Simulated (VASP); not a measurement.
# Si (Fd-3m) in VASP: settings compared

Aim: see how the results for Si move with the level of theory and the settings. Levels: PBE+D3(BJ), RPBE, r2SCAN+rVV10, PBEsol, PBE. Tasks: band structure.

Everything below comes from runs of VASP 6.6.1. Logs are shortened: lines on timing, memory, paths and dates and some standing lists are left out, and cuts for length are marked.

## 1. The crystal as given

The structure is cubic, space group Fd-3m (No. 227). The conventional cell has a = 5.420 Å, b = 5.420 Å, c = 5.420 Å, α = 90.00°, β = 90.00°, γ = 90.00°. Si (site symmetry -43m) is surrounded by 4 Si at 2.35 Å.

## 2. Band structure, PBE+D3(BJ)

Contents of INCAR:

```
SYSTEM = Si
ALGO = Normal
EDIFF = 1E-7
ENCUT = 520
GGA = PE
ICORELEVEL = 1
ISIF = 2
ISMEAR = 0
IVDW = 12
LASPH = .TRUE.
LCHARG = .FALSE.
LREAL = .FALSE.
LWAVE = .FALSE.
NBANDS = 11
NELM = 80
PREC = Accurate
SIGMA = 0.03
```

Contents of KPOINTS:

```
k-points
0
G
  10 10 10
  0 0 0
```

Contents of POSCAR:

```
Si                                      
1.0
    0.0000000000      2.7099303269      2.7099303269
    2.7099303269      0.0000000000      2.7099303269
    2.7099303269      2.7099303269      0.0000000000
  Si            
     2
Direct
     0.7500000000000000    0.7500000000000000    0.7500000000000000
     0.5000000000000000    0.5000000000000000    0.5000000000000000
```

Contents of KPOINTS_OPT:

```
explicit points
109
Reciprocal
 0.0000000000  0.0000000000  0.0000000000 1
 0.0555555556  0.0000000000  0.0555555556 1
 0.1111111111  0.0000000000  0.1111111111 1
 0.1666666667  0.0000000000  0.1666666667 1
 0.2222222222  0.0000000000  0.2222222222 1
 0.2777777778  0.0000000000  0.2777777778 1
 0.3333333333  0.0000000000  0.3333333333 1
 0.3888888889  0.0000000000  0.3888888889 1
 0.4444444444  0.0000000000  0.4444444444 1
 0.5000000000  0.0000000000  0.5000000000 1
 0.5000000000  0.0000000000  0.5000000000 1
 0.5000000000  0.0277777778  0.5277777778 1
 0.5000000000  0.0555555556  0.5555555556 1
 0.5000000000  0.0833333333  0.5833333333 1
 0.5000000000  0.1111111111  0.6111111111 1
 0.5000000000  0.1388888889  0.6388888889 1
 0.5000000000  0.1666666667  0.6666666667 1
 0.5000000000  0.1944444444  0.6944444444 1
 0.5000000000  0.2222222222  0.7222222222 1
 0.5000000000  0.2500000000  0.7500000000 1
 0.5000000000  0.2500000000  0.7500000000 1
 0.4861111111  0.2638888889  0.7500000000 1
 0.4722222222  0.2777777778  0.7500000000 1
 0.4583333333  0.2916666667  0.7500000000 1
 0.4444444444  0.3055555556  0.7500000000 1
 0.4305555556  0.3194444444  0.7500000000 1
 0.4166666667  0.3333333333  0.7500000000 1
 0.4027777778  0.3472222222  0.7500000000 1
 0.3888888889  0.3611111111  0.7500000000 1
 0.3750000000  0.3750000000  0.7500000000 1
 0.3750000000  0.3750000000  0.7500000000 1
 0.3333333333  0.3333333333  0.6666666667 1
 0.2916666667  0.2916666667  0.5833333333 1
 0.2500000000  0.2500000000  0.5000000000 1
 0.2083333333  0.2083333333  0.4166666667 1
 0.1666666667  0.1666666667  0.3333333333 1
 0.1250000000  0.1250000000  0.2500000000 1
 0.0833333333  0.0833333333  0.1666666667 1
 0.0416666667  0.0416666667  0.0833333333 1
 0.0000000000  0.0000000000  0.0000000000 1
 0.0000000000  0.0000000000  0.0000000000 1
 0.0555555556  0.0555555556  0.0555555556 1
 0.1111111111  0.1111111111  0.1111111111 1
 0.1666666667  0.1666666667  0.1666666667 1
 0.2222222222  0.2222222222  0.2222222222 1
 0.2777777778  0.2777777778  0.2777777778 1
 0.3333333333  0.3333333333  0.3333333333 1
 0.3888888889  0.3888888889  0.3888888889 1
 0.4444444444  0.4444444444  0.4444444444 1
 0.5000000000  0.5000000000  0.5000000000 1
 0.5000000000  0.5000000000  0.5000000000 1
 0.5138888889  0.4722222222  0.5138888889 1
 0.5277777778  0.4444444444  0.5277777778 1
 0.5416666667  0.4166666667  0.5416666667 1
 0.5555555556  0.3888888889  0.5555555556 1
 0.5694444444  0.3611111111  0.5694444444 1
 0.5833333333  0.3333333333  0.5833333333 1
 0.5972222222  0.3055555556  0.5972222222 1
 0.6111111111  0.2777777778  0.6111111111 1
 0.6250000000  0.2500000000  0.6250000000 1
 0.6250000000  0.2500000000  0.6250000000 1
 0.6111111111  0.2500000000  0.6388888889 1
 0.5972222222  0.2500000000  0.6527777778 1
 0.5833333333  0.2500000000  0.6666666667 1
 0.5694444444  0.2500000000  0.6805555556 1
 0.5555555556  0.2500000000  0.6944444444 1
 0.5416666667  0.2500000000  0.7083333333 1
 0.5277777778  0.2500000000  0.7222222222 1
 0.5138888889  0.2500000000  0.7361111111 1
 0.5000000000  0.2500000000  0.7500000000 1
 0.5000000000  0.2500000000  0.7500000000 1
 0.5000000000  0.2777777778  0.7222222222 1
 0.5000000000  0.3055555556  0.6944444444 1
 0.5000000000  0.3333333333  0.6666666667 1
 0.5000000000  0.3611111111  0.6388888889 1
 0.5000000000  0.3888888889  0.6111111111 1
 0.5000000000  0.4166666667  0.5833333333 1
 0.5000000000  0.4444444444  0.5555555556 1
 0.5000000000  0.4722222222  0.5277777778 1
 0.5000000000  0.5000000000  0.5000000000 1
 0.5000000000  0.5000000000  0.5000000000 1
 0.4861111111  0.4861111111  0.5277777778 1
 0.4722222222  0.4722222222  0.5555555556 1
 0.4583333333  0.4583333333  0.5833333333 1
 0.4444444444  0.4444444444  0.6111111111 1
 0.4305555556  0.4305555556  0.6388888889 1
 0.4166666667  0.4166666667  0.6666666667 1
 0.4027777778  0.4027777778  0.6944444444 1
 0.3888888889  0.3888888889  0.7222222222 1
 0.3750000000  0.3750000000  0.7500000000 1
 0.6250000000  0.2500000000  0.6250000000 1
 0.6111111111  0.2222222222  0.6111111111 1
 0.5972222222  0.1944444444  0.5972222222 1
 0.5833333333  0.1666666667  0.5833333333 1
 0.5694444444  0.1388888889  0.5694444444 1
 0.5555555556  0.1111111111  0.5555555556 1
 0.5416666667  0.0833333333  0.5416666667 1
 0.5277777778  0.0555555556  0.5277777778 1
 0.5138888889  0.0277777778  0.5138888889 1
 0.5000000000  0.0000000000  0.5000000000 1
 0.0000000000  0.0000000000  0.0000000000 1
 0.3750000000  0.3750000000  0.7500000000 1
 0.5000000000  0.5000000000  0.5000000000 1
 0.6250000000  0.2500000000  0.6250000000 1
 0.5000000000  0.2500000000  0.7500000000 1
 0.5000000000  0.0000000000  0.5000000000 1
 0.4000000000  0.0000000000  0.4000000000 1
 0.4250000000  0.0000000000  0.4250000000 1
 0.4500000000  0.0000000000  0.4500000000 1
```

Potentials or basis: VASP PAW PBE potentials, release 64 (Si).

On the command line:

```bash
cat potpaw_PBE.64/Si/POTCAR > POTCAR
mpirun -np 1 vasp_std > vasp.out
```

OUTCAR:

```text
SYSTEM = Si
   EDIFF = 1E-7
   ENCUT = 520
   GGA = PE
   ISIF = 2
   ISMEAR = 0
   IVDW = 12
   LASPH = .TRUE.
   LREAL = .FALSE.
   NELM = 80
   PREC = Accurate
 IVDW          = 12

 ion  position               nearest neighbor table
   1  0.750  0.750  0.750-   2 2.35   2 2.35   2 2.35   2 2.35
   2  0.500  0.500  0.500-   1 2.35   1 2.35   1 2.35   1 2.35

  LATTYP: Found a face centered cubic cell.
 ALAT       =     5.4198606538

  Lattice vectors:

 A1 = (   0.0000000000,   2.7099303269,   2.7099303269)
 A2 = (   2.7099303269,   0.0000000000,   2.7099303269)
 A3 = (   2.7099303269,   2.7099303269,   0.0000000000)

Analysis of symmetry for initial positions (statically):
=====================================================================
 Subroutine PRICEL returns:
 Original cell was already a primitive cell.

 Routine SETGRP: Setting up the symmetry group for a
 face centered cubic supercell.

 Subroutine GETGRP returns: Found 48 space group operations
 (whereof 24 operations were pure point group operations)
 out of a pool of 48 trial point group operations.

The static configuration has the point symmetry T_d .
 The point group associated with its full space group is O_h .

Analysis of symmetry for dynamics (positions and initial velocities):
=====================================================================
 Subroutine PRICEL returns:
 Original cell was already a primitive cell.

 Routine SETGRP: Setting up the symmetry group for a
 face centered cubic supercell.

 Subroutine GETGRP returns: Found 48 space group operations
 (whereof 24 operations were pure point group operations)
 out of a pool of 48 trial point group operations.

The dynamic configuration has the point symmetry T_d .
 The point group associated with its full space group is O_h .

 Subroutine INISYM returns: Found 48 space group operations
 (whereof 24 operations are pure point group operations),
 and found     1 'primitive' translations

----------------------------------------------------------------------------------------

                                     Primitive cell

  volume of cell :      39.8020

  direct lattice vectors                    reciprocal lattice vectors
     0.000000000  2.709930327  2.709930327    -0.184506589  0.184506589  0.184506589
     2.709930327  0.000000000  2.709930327     0.184506589 -0.184506589  0.184506589
     2.709930327  2.709930327  0.000000000     0.184506589  0.184506589 -0.184506589

  length of vectors
[... 91 lines left out ...]
   TEBEG  =    0.0;   TEEND  =   0.0 temperature during run
   PSTRESS=    0.0 pullay stress
   NELECT =       8.0000    total number of electrons
   NUPDOWN=      -1.0000    fix difference up-down
   EMIN   =  10.00;   EMAX   =-10.00  energy-range for DOS
   EFERMI =   0.00;   METHOD = LEGACY
   ISMEAR =     0;   SIGMA  =   0.03  broadening in eV -4-tet -1-fermi 0-gaus
   EFERMI_NEDOS =   21; number of points for ismear=-14 and -15
   IALGO  =     38    algorithm
   IMIX   =      4    mixing-type and parameters
     AMIX     =   0.40;   BMIX     =  1.00
     AMIX_MAG =   1.60;   BMIX_MAG =  1.00
  volume/ion in A,a.u.               =      19.90       134.30
  Fermi-wavevector in a.u.,A,eV,Ry     =   0.958966  1.812184 12.512142  0.919616
  Thomas-Fermi vector in A             =   2.088121
   LORBIT       =      0    0 simple, 1 ext, 2 COOP (PROOUT), +10 PAW based schemes
   GGA     = PE    functional components
   LHFCALC =     F    Hartree Fock is set to
   AEXX    =    0.0000 exact exchange contribution
   IVDW    =    12    specifies the selected vdW correction
   LEPSILON=     F    determine dielectric tensor
   LRPA    =     F    only Hartree local field effects (RPA)
 non-spin polarized calculation
 Gauss-broadening in eV      SIGMA  =   0.03
  energy-cutoff  :      520.00
  volume of cell :       39.80
 maximum number of plane-waves:      1090
 NGX is ok and might be reduce to    30
   NGX = 15   NGY = 15   NGZ = 15

 number of electron       8.0000000 magnetization

 Free energy of the ion-electron system (eV)
  ---------------------------------------------------
  ext. energy  EPLUGINS =         0.00000000
  ---------------------------------------------------
  free energy    TOTEN  =       -10.84079346 eV

  energy without entropy =      -10.84079346  energy(sigma->0) =      -10.84079346

 the core state eigenenergies are
   1-  1s  -1773.7648  2s   -127.7944  2p    -83.8161
   2-  1s  -1773.7648  2s   -127.7944  2p    -83.8161

 E-fermi :   6.0368     XC(G=0):  -9.4324

 val. band max:        5.8868119631   @ k =   0.0000   0.0000   0.0000
 cond. band min:       6.4581050533   @ k =   0.4000   0.4000   0.0000
 fundamental gap:      0.5712930902
 Fermi energy:         6.0368160221

 k-point     1 :       0.0000    0.0000    0.0000
  band No.  band energies     occupation
      1      -6.1119      2.00000
      2       5.8868      2.00000
      3       5.8868      2.00000
      4       5.8868      2.00000
      5       8.4549      0.00000
      6       8.4549      0.00000
      7       8.4549      0.00000
      8       9.3300      0.00000
      9      13.6098      0.00000
     10      13.6098      0.00000
     11      13.8709      0.00000
[... 267 lines left out ...]
 k-point    21 :      -0.3000    0.2000    0.0000
  band No.  band energies     occupation
      1      -4.0333      2.00000
      2       0.1614      2.00000
      3       2.4174      2.00000
      4       4.5660      2.00000
      5       8.3503      0.00000
      6      10.4279      0.00000
      7      10.5145      0.00000

------------------------ aborting loop because EDIFF is reached ----------------------------------------

 Edisp (eV)   -0.63206

 E8    (eV) :    -0.2621

  FORCE on cell =-STRESS in cart. coord.  units (eV):
  Direction    XX          YY          ZZ          XY          YZ          ZX
  --------------------------------------------------------------------------------------
  -------------------------------------------------------------------------------------
  Total       0.00018     0.00018     0.00018    -0.00000     0.00000     0.00000
  in kB       0.00709     0.00709     0.00709    -0.00000     0.00000     0.00000
  external pressure =        0.01 kB  Pullay stress =        0.00 kB

 VOLUME and BASIS-vectors are now :
 -----------------------------------------------------------------------------
  energy-cutoff  :      520.00
  volume of cell :       39.80
      direct lattice vectors                 reciprocal lattice vectors
     0.000000000  2.709930327  2.709930327    -0.184506589  0.184506589  0.184506589
     2.709930327  0.000000000  2.709930327     0.184506589 -0.184506589  0.184506589
     2.709930327  2.709930327  0.000000000     0.184506589  0.184506589 -0.184506589

 POSITION                                       TOTAL-FORCE (eV/Angst)
 -----------------------------------------------------------------------------------
      4.06490      4.06490      4.06490         0.000000      0.000000      0.000000
      2.70993      2.70993      2.70993        -0.000000     -0.000000     -0.000000
 -----------------------------------------------------------------------------------
    total drift:                                0.000000     -0.000000     -0.000000

  FREE ENERGIE OF THE ION-ELECTRON SYSTEM (eV)
  ---------------------------------------------------
  free  energy   TOTEN  =       -11.4728559730 eV

  energy  without entropy=      -11.4728559730  energy(sigma->0) =      -11.47285597
```

Run time: 20 s. Hardware: 1 thread of Intel Xeon 6975P-C (Granite Rapids), shared host; peak memory 0.18 GiB.

Results:

* Free energy: -11.4729 eV
* Pressure: 0.0 GPa
* Band gap on the k mesh: 0.57 eV, indirect (least direct gap 2.57 eV)
* Band gap along the path: 0.56 eV, indirect (least direct gap 2.57 eV)
* Dispersion energy per atom: -0.316 eV

Levels at the corners of the path, in eV from the valence-band top:
```csv
point,band 2,band 3,band 4,band 5,band 6,band 7
Γ,0.00,0.00,0.00,2.57,2.57,2.57
X,-7.83,-2.86,-2.86,0.70,0.70,10.17
X,-7.83,-2.86,-2.86,0.70,0.70,10.17
W,-7.67,-3.87,-3.87,4.27,4.27,5.03
W,-7.67,-3.87,-3.87,4.27,4.27,5.03
K,-7.24,-4.33,-2.44,1.20,4.13,7.50
K,-7.24,-4.33,-2.44,1.20,4.13,7.50
Γ,0.00,0.00,0.00,2.57,2.57,2.57
Γ,0.00,0.00,0.00,2.57,2.57,2.57
L,-6.99,-1.20,-1.20,1.56,3.34,3.34
L,-6.99,-1.20,-1.20,1.56,3.34,3.34
U,-7.24,-4.33,-2.44,1.20,4.13,7.50
U,-7.24,-4.33,-2.44,1.20,4.13,7.50
W,-7.67,-3.87,-3.87,4.27,4.27,5.03
W,-7.67,-3.87,-3.87,4.27,4.27,5.03
L,-6.99,-1.20,-1.20,1.56,3.34,3.34
L,-6.99,-1.20,-1.20,1.56,3.34,3.34
K,-7.24,-4.33,-2.44,1.20,4.13,7.50
U,-7.24,-4.33,-2.44,1.20,4.13,7.50
X,-7.83,-2.86,-2.86,0.70,0.70,10.17
```

Core levels (eV, on the scale of the bands):
```tsv
atom	levels
1 Si	1s -1773.8, 2s -127.8, 2p -83.8
2 Si	1s -1773.8, 2s -127.8, 2p -83.8
```

As with any semilocal functional, this PBE gap is likely too small.

## 3. Band structure, RPBE

This run uses another cell than the first one, of 20.77 Å³/atom, 1.044 times its volume.

Contents of INCAR:

```
  ALGO = Normal
  EDIFF = 1E-6
  ENCUT = 520
  GGA = RP
  ICORELEVEL = 1
  ISIF = 2
  ISMEAR = 0
  LASPH = True
  LCHARG = False
  LREAL = False
  LWAVE = False
  NBANDS = 11
  NELM = 80
  PREC = Accurate
  SIGMA = 0.03
```

Contents of KPOINTS:

```
k-points
0
Gamma
  10 10 10
```

Contents of POSCAR:

```
Si                                      
1.0
    0.0000000000      2.7487196613      2.7487196613
    2.7487196613      0.0000000000      2.7487196613
    2.7487196613      2.7487196613      0.0000000000
  Si            
     2
Direct
     0.7500000000000000    0.7500000000000000    0.7500000000000000
     0.5000000000000000    0.5000000000000000    0.5000000000000000
```

KPOINTS_OPT is that of step 2.

Potentials or basis: VASP PAW PBE potentials, release 64 (Si).

On the command line:

```bash
cat potpaw_PBE.64/Si/POTCAR > POTCAR
mpirun -np 1 vasp_std > vasp.out
```

Wall time 18 s (1 thread of Intel Xeon 6975P-C (Granite Rapids), shared host); peak memory 0.17 GiB.

The run converged. Its results:

```
Free energy             : -10.3250 eV
Pressure                : 0.0 GPa
Band gap on the k mesh  : 0.70 eV, indirect (least direct gap 2.56 eV)
Band gap along the path : 0.70 eV, indirect (least direct gap 2.56 eV)
```

Levels at the corners of the path, in eV from the valence-band top:
| point | band 1 | band 2 | band 3 | band 4 | band 5 | band 6 | band 7 | band 8 |
| --- | --- | --- | --- | --- | --- | --- | --- | --- |
| Γ | -11.69 | 0.00 | 0.00 | 0.00 | 2.56 | 2.56 | 2.56 | 3.08 |
| X | -7.68 | -7.68 | -2.75 | -2.75 | 0.84 | 0.84 | 9.85 | 9.85 |
| X | -7.68 | -7.68 | -2.75 | -2.75 | 0.84 | 0.84 | 9.85 | 9.85 |
| W | -7.53 | -7.53 | -3.68 | -3.68 | 4.31 | 4.31 | 4.91 | 4.91 |
| W | -7.53 | -7.53 | -3.68 | -3.68 | 4.31 | 4.31 | 4.91 | 4.91 |
| K | -8.09 | -7.10 | -4.10 | -2.34 | 1.31 | 4.14 | 7.32 | 7.88 |
| K | -8.09 | -7.10 | -4.10 | -2.34 | 1.31 | 4.14 | 7.32 | 7.88 |
| Γ | -11.69 | 0.00 | 0.00 | 0.00 | 2.56 | 2.56 | 2.56 | 3.08 |
| Γ | -11.69 | 0.00 | 0.00 | 0.00 | 2.56 | 2.56 | 2.56 | 3.08 |
| L | -9.45 | -6.77 | -1.16 | -1.16 | 1.49 | 3.36 | 3.36 | 7.82 |
| L | -9.45 | -6.77 | -1.16 | -1.16 | 1.49 | 3.36 | 3.36 | 7.82 |
| U | -8.09 | -7.10 | -4.10 | -2.34 | 1.31 | 4.14 | 7.32 | 7.88 |
| U | -8.09 | -7.10 | -4.10 | -2.34 | 1.31 | 4.14 | 7.32 | 7.88 |
| W | -7.53 | -7.53 | -3.68 | -3.68 | 4.31 | 4.31 | 4.91 | 4.91 |
| W | -7.53 | -7.53 | -3.68 | -3.68 | 4.31 | 4.31 | 4.91 | 4.91 |
| L | -9.45 | -6.77 | -1.16 | -1.16 | 1.49 | 3.36 | 3.36 | 7.82 |
| L | -9.45 | -6.77 | -1.16 | -1.16 | 1.49 | 3.36 | 3.36 | 7.82 |
| K | -8.09 | -7.10 | -4.10 | -2.34 | 1.31 | 4.14 | 7.32 | 7.88 |
| U | -8.09 | -7.10 | -4.10 | -2.34 | 1.31 | 4.14 | 7.32 | 7.88 |
| X | -7.68 | -7.68 | -2.75 | -2.75 | 0.84 | 0.84 | 9.85 | 9.85 |

Core levels (eV, on the scale of the bands):
```csv
atom,levels
1 Si,"1s -1774.5, 2s -128.4, 2p -84.4"
2 Si,"1s -1774.5, 2s -128.4, 2p -84.4"
```

Caveat: the PAW data sets were made with another functional, which shifts forces and pressure a little.

[end of part 1 of 2]
